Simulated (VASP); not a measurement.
# SnTe (Fm-3m) in VASP: further runs

The runs below take SnTe through single point, with PBE.

All numbers are computed with VASP 6.6.1; they aren't measurements. Logs are shortened: lines on timing, memory, paths and dates and some standing lists are left out, and cuts for length are marked.

**The experiment to reproduce.**

A printed reference work, textbook reports, for a bulk crystal of SnTe at 300 K: band gap 0.18 eV (direct).

The results are compared with them further down.

**1. The cell of the first run**

Symmetry: Fm-3m, No. 225, cubic system. Conventional cell: a = 6.283 Å, b = 6.283 Å, c = 6.283 Å, α = 90.00°, β = 90.00°, γ = 90.00°. Sn (site symmetry m-3m) has 6 Te at 3.14 Å within 4.1 Å. Within 4.1 Å of Te (site symmetry m-3m) lie 6 Sn at 3.14 Å.

**2. Single point, PBE (volume changed by -6%)**

File INCAR:

```
PREC = Accurate
ENCUT = 520
EDIFF = 1E-6
ISMEAR = -1
SIGMA = 0.02
LREAL = False
LASPH = True
NELM = 80
ALGO = Normal
ISIF = 2
LWAVE = False
LCHARG = True
GGA = PE
LELF = True
LVHAR = True
NBANDS = 17
```

File KPOINTS:

```
Automatic mesh
0
Gamma
  6 6 6
```

File POSCAR:

```
SnTe
1.0
    0.0000000000      3.1417146376      3.1417146376
    3.1417146376      0.0000000000      3.1417146376
    3.1417146376      3.1417146376      0.0000000000
Sn Te
1 1
Direct
    0.0000000000      0.0000000000      0.0000000000
    0.5000000000      0.5000000000      0.5000000000
```

Potentials or basis: VASP PAW PBE potentials, release 64 (Sn_d, Te).

Run with:

```console
cat potpaw_PBE.64/Sn_d/POTCAR potpaw_PBE.64/Te/POTCAR > POTCAR
mpirun -np 1 vasp_std > vasp.out
```

OUTCAR:

```text
PREC = Accurate
   ENCUT = 520
   EDIFF = 1E-6
   ISMEAR = -1
   LREAL = False
   LASPH = True
   NELM = 80
   ISIF = 2
   GGA = PE

 ion  position               nearest neighbor table
   1  0.000  0.000  0.000-   2 3.14   2 3.14   2 3.14   2 3.14   2 3.14   2 3.14
   2  0.500  0.500  0.500-   1 3.14   1 3.14   1 3.14   1 3.14   1 3.14   1 3.14

  LATTYP: Found a face centered cubic cell.
 ALAT       =     6.2834292752

  Lattice vectors:

 A1 = (   0.0000000000,   3.1417146376,   3.1417146376)
 A2 = (   3.1417146376,   0.0000000000,   3.1417146376)
 A3 = (   3.1417146376,   3.1417146376,   0.0000000000)

Analysis of symmetry for initial positions (statically):
=====================================================================
 Subroutine PRICEL returns:
 Original cell was already a primitive cell.

 Routine SETGRP: Setting up the symmetry group for a
 face centered cubic supercell.

 Subroutine GETGRP returns: Found 48 space group operations
 (whereof 48 operations were pure point group operations)
 out of a pool of 48 trial point group operations.

The static configuration has the point symmetry O_h .

Analysis of symmetry for dynamics (positions and initial velocities):
=====================================================================
 Subroutine PRICEL returns:
 Original cell was already a primitive cell.

 Routine SETGRP: Setting up the symmetry group for a
 face centered cubic supercell.

 Subroutine GETGRP returns: Found 48 space group operations
 (whereof 48 operations were pure point group operations)
 out of a pool of 48 trial point group operations.

The dynamic configuration has the point symmetry O_h .

 Subroutine INISYM returns: Found 48 space group operations
 (whereof 48 operations are pure point group operations),
 and found     1 'primitive' translations

----------------------------------------------------------------------------------------

                                     Primitive cell

  volume of cell :      62.0198

  direct lattice vectors                    reciprocal lattice vectors
     0.000000000  3.141714638  3.141714638    -0.159148764  0.159148764  0.159148764
     3.141714638  0.000000000  3.141714638     0.159148764 -0.159148764  0.159148764
     3.141714638  3.141714638  0.000000000     0.159148764  0.159148764 -0.159148764

  length of vectors
[... 63 lines left out ...]
 SYSTEM =  unknown system
   PREC   = accura    normal or accurate (medium, high low for compatibility)
   ISTART =      0    job   : 0-new  1-cont  2-samecut
   ICHARG =      2    charge: 1-file 2-atom 10-const
   ISPIN  =      1    spin polarized calculation?
   LNONCOLLINEAR =      F non collinear calculations
   LSORBIT =      F    spin-orbit coupling
   LASPH  =      T    aspherical Exc in radial PAW
   ENCUT  =  520.0 eV  38.22 Ry    6.18 a.u.   8.26  8.26  8.26*2*pi/ulx,y,z
   NELM   =     80;   NELMIN=  2; NELMDL= -5     # of ELM steps
   EDIFF  = 0.1E-05   stopping-criterion for ELM
   LREAL  =      F    real-space projection
   EDIFFG = 0.1E-04   stopping-criterion for IOM
   NSW    =      0    number of steps for IOM
   IBRION =     -1    ionic relax: 0-MD 1-quasi-New 2-CG
   NFREE  =      0    steps in history (QN), initial steepest desc. (CG)
   ISIF   =      2    stress and relaxation
   ISYM   =      2    0-nonsym 1-usesym 2-fastsym
   POTIM  = 0.5000    time-step for ionic-motion
   TEBEG  =    0.0;   TEEND  =   0.0 temperature during run
   PSTRESS=    0.0 pullay stress
   NELECT =      20.0000    total number of electrons
   NUPDOWN=      -1.0000    fix difference up-down
   EMIN   =  10.00;   EMAX   =-10.00  energy-range for DOS
   EFERMI =   0.00;   METHOD = LEGACY
   ISMEAR =    -1;   SIGMA  =   0.02  broadening in eV -4-tet -1-fermi 0-gaus
   EFERMI_NEDOS =   21; number of points for ismear=-14 and -15
   IALGO  =     38    algorithm
   IMIX   =      4    mixing-type and parameters
     AMIX     =   0.40;   BMIX     =  1.00
     AMIX_MAG =   1.60;   BMIX_MAG =  1.00
  volume/ion in A,a.u.               =      31.01       209.27
  Fermi-wavevector in a.u.,A,eV,Ry     =   1.122642  2.121486 17.147775  1.260326
  Thomas-Fermi vector in A             =   2.259304
   LORBIT       =      0    0 simple, 1 ext, 2 COOP (PROOUT), +10 PAW based schemes
   GGA     = PE    functional components
[... 5 lines left out ...]
 non-spin polarized calculation
  energy-cutoff  :      520.00
  volume of cell :       62.02
 maximum number of plane-waves:      1687
 NGX is ok and might be reduce to    36
   NGX = 17   NGY = 17   NGZ = 17

 number of electron      19.9999998 magnetization

 Free energy of the ion-electron system (eV)
  ---------------------------------------------------
  ext. energy  EPLUGINS =         0.00000000
  ---------------------------------------------------
  free energy    TOTEN  =        -7.53411874 eV

  energy without entropy =       -7.53385207  energy(sigma->0) =       -7.53398541

 E-fermi :   7.1294     XC(G=0):  -9.5389

 val. band max:        7.0677129506   @ k =   0.5000   0.0000   0.0000
 cond. band min:       7.1909976714   @ k =   0.5000   0.0000   0.0000
 fundamental gap:      0.1232847207
 Fermi energy:         7.1293550114

 k-point     1 :       0.0000    0.0000    0.0000
  band No.  band energies     occupation
      1     -14.8580      2.00000
      2     -14.8580      2.00000
      3     -14.8512      2.00000
      4     -14.8512      2.00000
      5     -14.8512      2.00000
      6      -5.8062      2.00000
[... 297 lines left out ...]
      4     -14.8439      2.00000
      5     -14.8400      2.00000
      6      -4.1241      2.00000
[... 9 lines left out ...]
     16      17.1897      0.00000
     17      18.3580      0.00000

------------------------ aborting loop because EDIFF is reached ----------------------------------------

  FORCE on cell =-STRESS in cart. coord.  units (eV):
  Direction    XX          YY          ZZ          XY          YZ          ZX
  --------------------------------------------------------------------------------------
  -------------------------------------------------------------------------------------
  Total        1.0323004      1.0323004      1.0323004      0.0000000     -0.0000000     -0.0000000
  in kB       26.6677554     26.6677554     26.6677554      0.0000000     -0.0000000     -0.0000000
  external PRESSURE =      26.6677554 kB  Pullay stress =       0.0000000 kB

 VOLUME and BASIS-vectors are now :
 -----------------------------------------------------------------------------
  energy-cutoff  :      520.00
  volume of cell :       62.02
      direct lattice vectors                 reciprocal lattice vectors
     0.000000000  3.141714638  3.141714638    -0.159148764  0.159148764  0.159148764
     3.141714638  0.000000000  3.141714638     0.159148764 -0.159148764  0.159148764
     3.141714638  3.141714638  0.000000000     0.159148764  0.159148764 -0.159148764

 POSITION                                       TOTAL-FORCE (eV/Angst)
 -----------------------------------------------------------------------------------
      0.00000      0.00000      0.00000        -0.000000     -0.000000     -0.000000
      3.14171      3.14171      3.14171         0.000000      0.000000      0.000000
 -----------------------------------------------------------------------------------
    total drift:                               -0.000000      0.000000      0.000000

  FREE ENERGIE OF THE ION-ELECTRON SYSTEM (eV)
  ---------------------------------------------------
  free  energy   TOTEN  =        -7.5341187433 eV

  energy  without entropy=       -7.5338520696  energy(sigma->0) =       -7.53398541
```

stdout:

```text
POSCAR found type information on POSCAR SnTe
 POSCAR found :  2 types and       2 ions
 scaLAPACK will be used
 LDA part: xc-table for (Slater+PW92), standard interpolation
 POSCAR, INCAR and KPOINTS ok, starting setup
 FFT: planning ... GRIDC
 FFT: planning ... GRID_SOFT
 FFT: planning ... GRID
 WAVECAR not read
 entering main loop
```

Run time: 12 s. Hardware: 1 thread of Intel Xeon 6975P-C (Granite Rapids), shared host; peak memory 0.2 GiB.

What came out:

* Free energy: -7.5341 eV
* Pressure: 2.7 GPa
* Band gap on the k mesh: 0.12 eV, direct

Caveat: the cell differs from its parent crystal (volume changed by -6%); spin-orbit coupling is left out, which moves the levels of the heavy elements. A k mesh can miss the band edges.

**3. Single point, PBE (volume changed by -3%)**

File INCAR:

```
SYSTEM = SnTe
PREC     = Accurate       ! precision mode
ENCUT    = 520            ! plane-wave cutoff, eV
EDIFF    = 1E-6           ! SCF threshold, eV
ISMEAR   = -1             ! smearing method
SIGMA    = 0.02           ! smearing width, eV
LREAL    = .FALSE.        ! projectors in reciprocal space
LASPH    = .TRUE.         ! aspherical terms in the spheres
NELM     = 60             ! most SCF steps
ALGO     = Normal         ! electronic algorithm
ISIF     = 2              ! what is computed and relaxed
LWAVE    = .FALSE.        ! write WAVECAR
LCHARG   = .FALSE.        ! write CHGCAR
GGA      = PE             ! functional
NBANDS   = 17             ! bands
```

File KPOINTS:

```
regular mesh
0
G
  6 6 6
  0 0 0
```

File POSCAR:

```
SnTe
1.0
    0.0000000000      3.1747877485      3.1747877485
    3.1747877485      0.0000000000      3.1747877485
    3.1747877485      3.1747877485      0.0000000000
Sn Te
1 1
Direct
    0.0000000000      0.0000000000      0.0000000000
    0.5000000000      0.5000000000      0.5000000000
```

Potentials or basis: VASP PAW PBE potentials, release 64 (Sn_d, Te).

Run with:

```console
cat potpaw_PBE.64/Sn_d/POTCAR potpaw_PBE.64/Te/POTCAR > POTCAR
mpirun -np 1 vasp_std > vasp.out
```

Run time: 8.7 s. Hardware: 1 thread of Intel Xeon 6975P-C (Granite Rapids), shared host; peak memory 0.2 GiB.

It converged, with:

| Property | Result |
| --- | --- |
| Free energy | -7.5578 eV |
| Pressure | 1.1 GPa |
| Band gap on the k mesh | 0.03 eV, direct |

Levels at points of the mesh, in eV from the valence-band top:
| k point | band 6 | band 7 | band 8 | band 9 | band 10 | band 11 | band 12 | band 13 | band 14 | band 15 |
| --- | --- | --- | --- | --- | --- | --- | --- | --- | --- | --- |
| (0.00, 0.00, 0.00) | -12.66 | -4.79 | -2.11 | -2.11 | -2.11 | 3.28 | 3.28 | 3.28 | 4.77 | 4.77 |
| (0.50, 0.00, 0.00) | -11.44 | -8.24 | -1.78 | -1.78 | 0.00 | 0.03 | 0.38 | 0.38 | 7.70 | 8.66 |
| (0.50, 0.50, 0.00) | -11.16 | -6.48 | -5.44 | -3.66 | -3.66 | 2.24 | 4.79 | 4.79 | 6.19 | 8.91 |

Caveat: the cell differs from its parent crystal (volume changed by -3%); spin-orbit coupling is left out, which moves the levels of the heavy elements. A k mesh can miss the band edges.

**4. Single point, PBE**

This run uses another cell than the first one, of 32.99 Å³/atom, 1.064 times its volume.

File INCAR:

```
ALGO     = Normal         # electronic algorithm
EDIFF    = 1E-7           # SCF threshold, eV
ENCUT    = 520            # plane-wave cutoff, eV
GGA      = PE             # functional
ISIF     = 2              # what is computed and relaxed
ISMEAR   = -1             # smearing method
LASPH    = T              # aspherical terms in the spheres
LCHARG   = F              # write CHGCAR
LREAL    = F              # projectors in reciprocal space
LWAVE    = F              # write WAVECAR
NBANDS   = 17             # bands
NELM     = 80             # most SCF steps
PREC     = Accurate       # precision mode
SIGMA    = 0.02           # smearing width, eV
```

File KPOINTS:

```
k-points
0
Gamma
  6 6 6
```

File POSCAR:

```
SnTe
1.0
    0.0000000000      3.2071857794      3.2071857794
    3.2071857794      0.0000000000      3.2071857794
    3.2071857794      3.2071857794      0.0000000000
Sn Te
1 1
Direct
    0.0000000000      0.0000000000      0.0000000000
    0.5000000000      0.5000000000      0.5000000000
```

Potentials or basis: VASP PAW PBE potentials, release 64 (Sn_d, Te).

Run with:

```console
cat potpaw_PBE.64/Sn_d/POTCAR potpaw_PBE.64/Te/POTCAR > POTCAR
mpirun -np 1 vasp_std > vasp.out
```

OUTCAR:

```text
EDIFF = 1E-7
   ENCUT = 520
   GGA = PE
   ISIF = 2
   ISMEAR = -1
   LASPH = T
   LREAL = F
   NELM = 80
   PREC = Accurate

 ion  position               nearest neighbor table
   1  0.000  0.000  0.000-   2 3.21   2 3.21   2 3.21   2 3.21   2 3.21   2 3.21
   2  0.500  0.500  0.500-   1 3.21   1 3.21   1 3.21   1 3.21   1 3.21   1 3.21

  LATTYP: Found a face centered cubic cell.
 ALAT       =     6.4143715588

  Lattice vectors:
[... 495 lines left out ...]
     17      17.3556      0.00000

------------------------ aborting loop because EDIFF is reached ----------------------------------------

  FORCE on cell =-STRESS in cart. coord.  units (eV):
  Direction    XX          YY          ZZ          XY          YZ          ZX
  --------------------------------------------------------------------------------------
  -------------------------------------------------------------------------------------
  Total       -0.0234955     -0.0234955     -0.0234955     -0.0000000      0.0000000     -0.0000000
  in kB       -0.5705498     -0.5705498     -0.5705498     -0.0000000      0.0000000     -0.0000000
  external PRESSURE =      -0.5705498 kB  Pullay stress =       0.0000000 kB

 VOLUME and BASIS-vectors are now :
 -----------------------------------------------------------------------------
  energy-cutoff  :      520.00
  volume of cell :       65.98
      direct lattice vectors                 reciprocal lattice vectors
     0.000000000  3.207185779  3.207185779    -0.155899918  0.155899918  0.155899918
     3.207185779  0.000000000  3.207185779     0.155899918 -0.155899918  0.155899918
     3.207185779  3.207185779  0.000000000     0.155899918  0.155899918 -0.155899918

 POSITION                                       TOTAL-FORCE (eV/Angst)
 -----------------------------------------------------------------------------------
      0.00000      0.00000      0.00000         0.000000     -0.000000      0.000000
      3.20719      3.20719      3.20719        -0.000000      0.000000     -0.000000
 -----------------------------------------------------------------------------------
    total drift:                               -0.000000      0.000000      0.000000

  FREE ENERGIE OF THE ION-ELECTRON SYSTEM (eV)
  ---------------------------------------------------
  free  energy   TOTEN  =        -7.5647652238 eV

  energy  without entropy=       -7.5640297893  energy(sigma->0) =       -7.56439751
```

OSZICAR:

```text
N       E                     dE             d eps       ncg     rms          rms(c)
DAV:   1     0.121425297104E+03    0.12143E+03   -0.95667E+03   544   0.132E+03
DAV:   2     0.352321858901E+01   -0.11790E+03   -0.11459E+03   568   0.304E+02
DAV:   3    -0.730836499588E+01   -0.10832E+02   -0.10769E+02   654   0.866E+01
DAV:   4    -0.762053857235E+01   -0.31217E+00   -0.31199E+00   642   0.156E+01
DAV:   5    -0.763290875011E+01   -0.12370E-01   -0.12369E-01   802   0.292E+00    0.413E+00
DAV:   6    -0.756305477913E+01    0.69854E-01   -0.16381E-01   694   0.255E+00    0.265E+00
DAV:   7    -0.756394624306E+01   -0.89146E-03   -0.57962E-02   692   0.111E+00    0.911E-01
DAV:   8    -0.756467572356E+01   -0.72948E-03   -0.74394E-03   662   0.684E-01    0.177E-01
DAV:   9    -0.756475692638E+01   -0.81203E-04   -0.87266E-04   755   0.259E-01    0.506E-02
DAV:  10    -0.756475913777E+01   -0.22114E-05   -0.15798E-04   655   0.996E-02    0.177E-02
DAV:  11    -0.756476673093E+01   -0.75932E-05   -0.45899E-05   675   0.477E-02    0.263E-02
DAV:  12    -0.756476612299E+01    0.60794E-06   -0.24787E-06   653   0.890E-03    0.156E-02
DAV:  13    -0.756476518423E+01    0.93876E-06   -0.77547E-07   659   0.668E-03    0.355E-03
DAV:  14    -0.756476522379E+01   -0.39557E-07   -0.41715E-07   581   0.538E-03
   1 F= -.75647652E+01 E0= -.75643975E+01  d E =-.735434E-03
```

stdout:

```text
POSCAR found type information on POSCAR SnTe
 POSCAR found :  2 types and       2 ions
 scaLAPACK will be used
 LDA part: xc-table for (Slater+PW92), standard interpolation
 POSCAR, INCAR and KPOINTS ok, starting setup
 FFT: planning ... GRIDC
 FFT: planning ... GRID_SOFT
 FFT: planning ... GRID
 WAVECAR not read
 entering main loop
```

Run time: 9.8 s. Hardware: 1 thread of Intel Xeon 6975P-C (Granite Rapids), shared host; peak memory 0.2 GiB.

Results:

```yaml
Free_energy: -7.5648 eV
Pressure: -0.1 GPa
Band_gap_on_the_k_mesh: 0.06 eV, direct
```

Levels at points of the mesh, in eV from the valence-band top:
```
           k point  band 8  band 9  band 10  band 11  band 12  band 13
(0.00, 0.00, 0.00)   -1.99   -1.99    -1.99     3.25     3.25     3.25
(0.50, 0.00, 0.00)   -1.66   -1.66     0.00     0.06     0.46     0.46
(0.50, 0.50, 0.00)   -5.19   -3.48    -3.48     2.39     4.68     4.68
```

Caveat: spin-orbit coupling is left out, which moves the levels of the heavy elements.

**5. Single point, PBE (volume changed by +3%)**

File INCAR:

```
PREC = Accurate ; ENCUT = 520
EDIFF = 1E-7 ; ISMEAR = -1
SIGMA = 0.02 ; LREAL = F
LASPH = T ; NELM = 60
ALGO = Normal ; ISIF = 2
LWAVE = F ; LCHARG = T
GGA = PE ; LELF = T
LVHAR = T ; NBANDS = 17
```

File KPOINTS:

```
regular mesh
0
Gamma
  6 6 6
```

File POSCAR:

```
SnTe
1.0
    0.0000000000      3.2389421594      3.2389421594
    3.2389421594      0.0000000000      3.2389421594
    3.2389421594      3.2389421594      0.0000000000
Sn Te
1 1
Direct
    0.0000000000      0.0000000000      0.0000000000
    0.5000000000      0.5000000000      0.5000000000
```

Run with:

```console
cat potpaw_PBE.64/Sn_d/POTCAR potpaw_PBE.64/Te/POTCAR > POTCAR
mpirun -np 1 vasp_std > vasp.out
```

It took 12 s on 1 thread of Intel Xeon 6975P-C (Granite Rapids), shared host; peak memory 0.2 GiB.

It converged, with:

```yaml
Free_energy: -7.5575 eV
Pressure: -1.2 GPa
Band_gap_on_the_k_mesh: 0.14 eV, direct
```

Levels at points of the mesh, in eV from the valence-band top:
```
           k point  band 6  band 7  band 8  band 9  band 10  band 11  band 12  band 13  band 14  band 15
(0.00, 0.00, 0.00)  -12.14   -4.91   -1.85   -1.85    -1.85     3.24     3.24     3.24     4.97     4.97
(0.50, 0.00, 0.00)  -11.06   -7.85   -1.53   -1.53     0.00     0.14     0.56     0.56     7.67     8.55
(0.50, 0.50, 0.00)  -10.83   -6.34   -4.93   -3.28    -3.28     2.57     4.60     4.60     5.86     8.86
```

Caveat: the cell differs from its parent crystal (volume changed by +3%); spin-orbit coupling is left out, which moves the levels of the heavy elements. A k mesh can miss the band edges.

**6. Summary**

```tsv
cell	gap on the mesh (eV)	pressure (GPa)
a = 4.443 Å, angles 60.0°, 2 atoms	0.12	2.7
a = 4.490 Å, angles 60.0°, 2 atoms	0.03	1.1
a = 4.536 Å, angles 60.0°, 2 atoms	0.06	-0.1
a = 4.581 Å, angles 60.0°, 2 atoms	0.14	-1.2
```

Alike in all rows: task single point; level PBE; potentials or basis VASP PAW PBE potentials, release 64 (Sn_d, Te); no spin polarisation; k mesh 6 × 6 × 6; cutoff (eV) 520; smearing fermi-dirac 0.02 eV.

Caveats: spin-orbit coupling is left out, which moves the levels of the heavy elements.

Total energies depend on the potentials used, so only differences within one code and one set of settings carry meaning.

**7. Against experiment**

Step 4. A measured gap of SnTe is 0.18 eV (direct; 300 K; a printed reference work, textbook); the calculated 0.06 eV misses it by -0.12 eV. Spin-orbit coupling on Sn, Te is left out. The value is that of PBE on a finite k mesh, which can miss the band edges, without temperature or zero-point motion. Semilocal functionals fall short of measured gaps as a rule.
